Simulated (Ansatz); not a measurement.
# MnS (F-43m) in Ansatz: further runs

The runs below take MnS through band structure, single point, equation of state, with LDA, PBEsol.

Everything below comes from runs of Ansatz 0.2.0. Logs are shortened: lines on timing, memory, paths and dates and some standing lists are left out, and cuts for length are marked.

**1. The structure**

The structure is cubic, space group F-43m (No. 216). The conventional cell has a = 4.947 Å, b = 4.947 Å, c = 4.947 Å, α = 90.00°, β = 90.00°, γ = 90.00°. Mn (site symmetry -43m) is surrounded by 4 S at 2.14 Å. S (site symmetry -43m) is surrounded by 4 Mn at 2.14 Å.

The cell is a database's computed one.

**2. Band structure, LDA, collinear spin, ferromagnetic start**

Input file input.yaml:

```yaml
crystal:
  lattice:
    - [0.0, 2.4734634191, 2.4734634191]
    - [2.4734634191, 0.0, 2.4734634191]
    - [2.4734634191, 2.4734634191, 0.0]
  atoms:
    - { symbol: Mn, position: [0.0, 0.0, 0.0], spin: 4.0 }
    - { symbol: S, position: [0.75, 0.75, 0.75] }
kpoints:
  mp_grid: { grid: [9, 9, 9] }
  band_path:
    path:
      - [0.0, 0.0, 0.0]
      - [0.5, 0.0, 0.5]
      - [0.5, 0.25, 0.75]
      - [0.375, 0.375, 0.75]
      - [0.0, 0.0, 0.0]
      - [0.5, 0.5, 0.5]
      - [0.625, 0.25, 0.625]
      - [0.5, 0.25, 0.75]
    npoints: 8
scf:
  occupations: { method: fermi_dirac, width: 0.05 }
hamiltonian:
  xc: lda
  pseudopotentials: { kind: all_electron, lapw: { basis_error: 0.001 } }
magnetization:
  spin_polarized: true
output:
  forces: true
  stress: true
  eigenvalues: true
```

Potentials or basis: all-electron LAPW, scalar-relativistic.

Started as:

```sh
ansatz run input.yaml --threads 2 --pin off --max-ram 6144MiB --backend cpu --events-out ev --progress --plain --runs-dir out
```

Output:

```text
Warning: RAYON_NUM_THREADS=2 ignored (pool sized by the plan → 2); use --threads N
LAPW: plane waves up to 9.501 Å⁻¹, error target 1.0e-3 eV per atom; small_component_spin mean_spin; S in spheres of 0.967 Å, 14 of its electrons in bands, Dirac shells []; Mn in spheres of 1.175 Å, 15 of its electrons in bands, Dirac shells [] (how accurate: hamiltonian.pseudopotentials.lapw.basis_error, Limitations)
Engine: ansatz 0.2.0, x86_64-unknown-linux-gnu
Pseudopotentials: kind: all_electron
Pseudopotential: Mn, LAPW, valence charge 15, lapw/all_electron/scalar/gaussian/Mn, Koelling and Harmon's equation, gaussian nucleus
Pseudopotential: S, LAPW, valence charge 14, lapw/all_electron/scalar/gaussian/S, Koelling and Harmon's equation, gaussian nucleus
Functional definition: SPW92
  exchange = slater_x
  correlation = pw_c
Crystal: 2 atoms, lattice volume = 30.265 Å³
Basis set: ecut = 343.93112066685535 eV, 411 PW (Γ), exchange–correlation at level 2
Bands: 21, of which v1, the nominal top of the filled ones, is band 15 counted from 1 (14 counted from 0)
Symmetry: 24 space group operations
Space group: F-43m (ITA 216), of the structure as read, at distance tolerance 3.1e-5 Å
Magnetic group: BNS 216.74 (UNI 1576), of the structure as read, at distance tolerance 3.1e-5 Å
k-points: 35 of 729 (time reversal used)
Non-local potential: Mn, projectors of the file, none
Non-local potential: S, projectors of the file, none
Initial density: superposition of atomic densities (chi_scale 0.1, normalization cell, long waves kept (reshape's long-wave potential 0.00 eV rms))
Starting moments: Σ|m| = 4 μB on 1 of 2 sites
Initial wavefunctions: plane waves of lowest kinetic energy (no species holds an atomic orbital)
Functional: x = slater, c = lda
iter 1 solved again at ethr=1.91e-3 eV; its pass at ethr=1.00e-1 eV (dr2=5.52e-1 eV) is discarded
SCF iter   1: F=—  HF=-42302.142912 eV  |F-HF|=—  |Δ(HF+E_count)|=         —  Δρ=7.63e-2 (↑6.12e-2 ↓7.63e-2)  dr2=5.54e-1  dr2_m=1.21e0  M=1.764 μB ∫|m|=1.869 μB  β_m=0.30  ethr=1.91e-3  ⟨swp⟩=2.0  Hψ=10105  notcnv=0
Mixer restart at iter 1: flushing history
preconditioner: auto → Kerker (q_TF=auto, 2.709 Å⁻¹)  [metal: Δε(μ)=0.012 eV  Ē_g=10.721 eV  σ=0.050 eV  W_gap=0.06  n_scr=14 (ndim 8)  ℏωp=24.3 eV  f_vac=0.000  D(μ)=2.87/eV (n_scr^D=26)]
spin=Collinear: Kerker preconditioning applied to the charge; magnetization (m = ρ↑ − ρ↓) channel mixes plain (no charge-response kernel on spin).
SCF iter   2: F=—  HF=-42302.162451 eV  |F-HF|=—  |Δ(HF+E_count)|=   1.95e-2  Δρ=6.97e-2 (↑5.65e-2 ↓6.97e-2)  dr2=3.84e-1  dr2_m=1.04e0  M=1.295 μB ∫|m|=1.410 μB  β_m=0.17  ethr=1.91e-3  ⟨swp⟩=2.0  Hψ=4258  notcnv=0
SCF iter   3: F=—  HF=-42301.795352 eV  |F-HF|=—  |Δ(HF+E_count)|=   3.67e-1  Δρ=3.04e-2 (↑2.08e-2 ↓3.04e-2)  dr2=1.22e-1  dr2_m=1.69e-1  M=0.451 μB ∫|m|=0.510 μB  β_m=0.42  ethr=1.32e-3  ⟨swp⟩=2.0  Hψ=4269  notcnv=0
SCF iter   4: F=—  HF=-42301.672470 eV  |F-HF|=—  |Δ(HF+E_count)|=   1.23e-1  Δρ=1.72e-2 (↑1.32e-2 ↓1.72e-2)  dr2=2.72e-2  dr2_m=5.62e-2  M=-0.298 μB ∫|m|=0.301 μB  β_m=0.38  ethr=4.21e-4  ⟨swp⟩=2.5  Hψ=4544  notcnv=0
SCF iter   5: F=—  HF=-42301.669592 eV  |F-HF|=—  |Δ(HF+E_count)|=         —  Δρ=4.49e-3 (↑4.47e-3 ↓4.49e-3)  dr2=6.22e-3  dr2_m=3.71e-3  M=-0.136 μB ∫|m|=0.136 μB  β_m=0.69  ethr=9.40e-5  ⟨swp⟩=2.3  Hψ=4146  notcnv=0
the basis was enlarged: its passes take 430.6 KiB over the memory plan, 2 of 2 planned eigensolver slots
SCF iter   6: F=—  HF=-42301.676621 eV  |F-HF|=—  |Δ(HF+E_count)|=   7.03e-3  Δρ=1.69e-3 (↑1.69e-3 ↓1.69e-3)  dr2=1.02e-3  dr2_m=5.18e-4  M=-0.158 μB ∫|m|=0.164 μB  β_m=0.72  ethr=2.15e-5  ⟨swp⟩=2.0  Hψ=4012  notcnv=0
SCF iter   7: F=—  HF=-42301.677688 eV  |F-HF|=—  |Δ(HF+E_count)|=   1.07e-3  Δρ=6.39e-4 (↑5.09e-4 ↓6.39e-4)  dr2=1.48e-4  dr2_m=5.57e-5  M=-0.157 μB ∫|m|=0.167 μB  β_m=0.86  ethr=3.51e-6  ⟨swp⟩=2.0  Hψ=3833  notcnv=0
iter 8 solved again at ethr=4.92e-8 eV; its pass at ethr=5.11e-7 eV (dr2=1.43e-5 eV) is discarded
SCF iter   8: F=—  HF=-42301.677817 eV  |F-HF|=—  |Δ(HF+E_count)|=   1.29e-4  Δρ=1.66e-4 (↑1.55e-4 ↓1.66e-4)  dr2=1.42e-5  dr2_m=4.63e-6  M=-0.148 μB ∫|m|=0.157 μB  β_m=0.93  ethr=4.92e-8  ⟨swp⟩=2.0  Hψ=6682  notcnv=0
SCF iter   9: F=—  HF=-42301.677815 eV  |F-HF|=—  |Δ(HF+E_count)|=   2.14e-6  Δρ=3.88e-5 (↑3.19e-5 ↓3.88e-5)  dr2=1.46e-6  dr2_m=9.36e-8  M=-0.144 μB ∫|m|=0.152 μB  β_m=0.96  ethr=4.89e-8  ⟨swp⟩=2.0  Hψ=3829  notcnv=0
SCF iter  10: F=—  HF=-42301.677815 eV  |F-HF|=—  |Δ(HF+E_count)|=   4.38e-8  Δρ=1.10e-5 (↑1.10e-5 ↓7.86e-6)  dr2=1.71e-7  dr2_m=2.67e-9  M=-0.144 μB ∫|m|=0.153 μB  β_m=0.95  ethr=5.03e-9  ⟨swp⟩=2.0  Hψ=3827  notcnv=0
SCF iter  11: F=—  HF=-42301.677815 eV  |F-HF|=—  |Δ(HF+E_count)|=   3.67e-8  Δρ=9.80e-6 (↑9.80e-6 ↓3.55e-6)  dr2=3.80e-8  dr2_m=9.92e-9  M=-0.144 μB ∫|m|=0.152 μB  β_m=0.93  ethr=5.91e-10  ⟨swp⟩=2.0  Hψ=3827  notcnv=0
SCF iter  12: F=—  HF=-42301.677815 eV  |F-HF|=—  |Δ(HF+E_count)|=   1.30e-8  Δρ=1.80e-6 (↑1.12e-6 ↓1.80e-6)  dr2=7.34e-10  dr2_m=3.11e-10  M=-0.144 μB ∫|m|=0.152 μB  β_m=0.96  ethr=1.31e-10  ⟨swp⟩=2.4  Hψ=3867  notcnv=0
SCF iter  13: F=—  HF=-42301.677815 eV  |F-HF|=—  |Δ(HF+E_count)|=  7.49e-10  Δρ=7.35e-7 (↑7.35e-7 ↓5.95e-7)  dr2=4.53e-11  dr2_m=1.13e-10  M=-0.144 μB ∫|m|=0.152 μB  β_m=0.98  ethr=2.79e-12 (applied; sched 2.53e-12)  ⟨swp⟩=3.0  Hψ=4151  notcnv=0
SCF iter  14: F=-42301.677815 eV  HF=-42301.677815 eV  |F-HF|=2.91e-11  |Δ(HF+E_count)|=  1.67e-10  Δρ=8.37e-8 (↑6.64e-8 ↓8.37e-8)  dr2=6.29e-12  dr2_m=1.21e-13  M=-0.143 μB ∫|m|=0.152 μB  ethr=2.45e-12 (applied; sched 1.00e-12)  ⟨swp⟩=2.0  Hψ=3827  notcnv=0
SCF 1 converged in 14 iterations: F = -42301.677815 eV  dr2 = 6.29e-12
NSCF: frozen V_eff on 57 k-points
SCF converged after 14 iterations
Magnetization: -0.1435 μB (14.4283 up, 14.5717 down)
Absolute magnetization: 0.1520 μB (∫|ρ↑−ρ↓|)
Spin contamination: 0.0008 ħ² per cell (⟨S²⟩ above its minimum at these occupations)
Per-site moments (μB) at R_I (Å): [(-0.13593515530145872, 1.1746758422863952), (0.002046166520500492, 0.9674062820662086)]
Free energy (F): -42301.677815 eV
Harris-Foulkes:  -42301.677815 eV  (|F-HF|=2.91e-11)
Internal energy: -42301.656368 eV  (E = F + TS)
E sigma→0 (E₀):  -42301.667091 eV
Entropy (-TS):   -0.021446 eV (-10.723 meV/atom)
Fermi energy:    12.080821 eV
--- Per-component energies (eV) ---
  E_band       = -1469.202481
  E_kinetic    = 42720.178064
  E_xc         = -2030.609671
  E_electrostatic = -82991.224761  (all electrons and nuclei)
  E_smearing   = -0.021446  (= −TS)
  E_closure    = 0.000000  (closes the sum)
  E_atoms      = -42285.671389  (free atoms, spherical and without spin; not in F)
  Σ components = -42301.677815   (vs F -42301.677815, Δ=0.00e0)
  Basis errors (estimates in eV, not in F): energy 4.7e-4 per atom: plane waves 4.3e-4 (2.6e-4 summed), levels above the bands 2.2e-92, relativity 8.5e-9, radial functions 3.8e-5, core shells 1.0e-7; eigenvalues (radial functions only) 1.1e-6; not estimated: angular momenta, meshes, grids; target (lapw.basis_error) 1.0e-3; muffin-tin radii S 0.967 Å, Mn 1.175 Å
--- Forces (eV/Å), atoms counted from 1 ---
  atom   1  Mn    -0.00000000     0.00000000     0.00000000
  atom   2  S      0.00000000    -0.00000000     0.00000000
  max |Σ_I F_I| component: 3.47e-18 eV/Å
--- Stress (GPa, compression-positive) ---
       -6.934323       0.000000       0.000000
        0.000000      -6.934323      -0.000000
        0.000000      -0.000000      -6.934323
  P = ⅓ Tr σ = -6.9343 GPa (-69.343 kbar)
--- Band table (eV; the first three rows and the last of 70) ---
  k-point 0 ↑: bands = ["-193.3571", "-139.0608", "-139.0608", "-139.0608", "-65.9751", "-35.1620", "-35.1620", "-35.1620", "-3.1029", "7.4361", "7.4361", "7.4361", "11.4276", "11.4276", "15.7951", "15.8339", "15.8339", "15.8339", "19.9111", "19.9111", "19.9111"]
  k-point 1 ↑: bands = ["-193.3571", "-139.0608", "-139.0608", "-139.0608", "-65.9749", "-35.1652", "-35.1625", "-35.1625", "-2.9736", "7.1858", "7.4806", "7.4806", "11.3908", "11.3908", "14.9673", "15.6627", "15.6627", "16.5197", "19.8741", "20.1766", "20.1766"]
  k-point 2 ↑: bands = ["-193.3571", "-139.0608", "-139.0608", "-139.0608", "-65.9744", "-35.1734", "-35.1638", "-35.1638", "-2.6243", "6.5975", "7.5841", "7.5841", "11.3576", "11.3576", "13.7218", "15.2103", "15.2103", "17.3521", "19.9930", "20.6483", "20.6483"]
  k-point 34 ↓: bands = ["-193.3561", "-139.0594", "-139.0594", "-139.0594", "-66.1099", "-35.3169", "-35.3103", "-35.3047", "-1.4113", "6.2076", "6.8906", "7.9545", "10.3141", "11.1101", "11.9569", "12.5651", "13.4395", "19.0965", "20.7082", "21.3119", "22.5364"]
```

Run time: 7.8 s. Hardware: 2 threads of AMD EPYC 9R45 (Zen 5), shared host; peak memory 0.42 GiB.

What came out:

* Free energy: -42301.6778 eV
* Pressure: -6.9 GPa
* Band gap along the path: none (metal or under the smearing width)
* Net moment: -0.14 μB per cell
* Absolute moment: 0.15 μB per cell
* Site moments: Mn -0.14; S +0.00 μB

Levels at the corners of the path, in eV from the Fermi level:
Spin up:
```csv
point,band 10,band 11,band 12,band 13,band 14,band 15,band 16,band 17,band 18,band 19
Γ,-4.64,-4.64,-4.64,-0.65,-0.65,3.71,3.75,3.75,3.75,7.83
X,-6.66,-3.97,-3.97,-1.72,-0.10,0.03,0.28,0.28,5.58,6.80
W,-5.77,-5.24,-4.11,-1.80,-0.90,0.01,0.53,1.44,7.12,9.28
K,-6.11,-4.93,-4.05,-1.68,-0.48,-0.26,0.85,1.13,6.07,8.37
Γ,-4.64,-4.64,-4.64,-0.65,-0.65,3.71,3.75,3.75,3.75,7.83
L,-6.59,-4.35,-4.35,-0.41,-0.41,-0.30,1.97,1.97,5.42,8.60
U,-6.11,-4.93,-4.05,-1.68,-0.48,-0.26,0.85,1.13,6.07,8.37
W,-5.77,-5.24,-4.11,-1.80,-0.90,0.01,0.53,1.44,7.12,9.28
```
Spin down:
```
point  band 12  band 13  band 14  band 15  band 16  band 17  band 18  band 19
    Γ    -4.68    -0.79    -0.79     3.69     3.69     3.69     3.70     7.80
    X    -3.99    -1.78    -0.21    -0.12     0.20     0.20     5.52     6.74
    W    -4.12    -1.87    -1.00    -0.12     0.44     1.32     7.08     9.25
    K    -4.08    -1.76    -0.59    -0.35     0.74     1.03     6.02     8.33
    Γ    -4.68    -0.79    -0.79     3.69     3.69     3.69     3.70     7.80
    L    -4.39    -0.54    -0.54    -0.39     1.91     1.91     5.39     8.56
    U    -4.08    -1.76    -0.59    -0.35     0.74     1.03     6.02     8.33
    W    -4.12    -1.87    -1.00    -0.12     0.44     1.32     7.08     9.25
```

Caveat: the moment fell far below its start of 4 μB, so a state of higher moment may lie lower in energy; semilocal functionals often make such compounds metallic where correlation or magnetic order opens a gap, which also shifts bond lengths; the starting moments weren't kept.

(Part 1 of 3 ends here.)
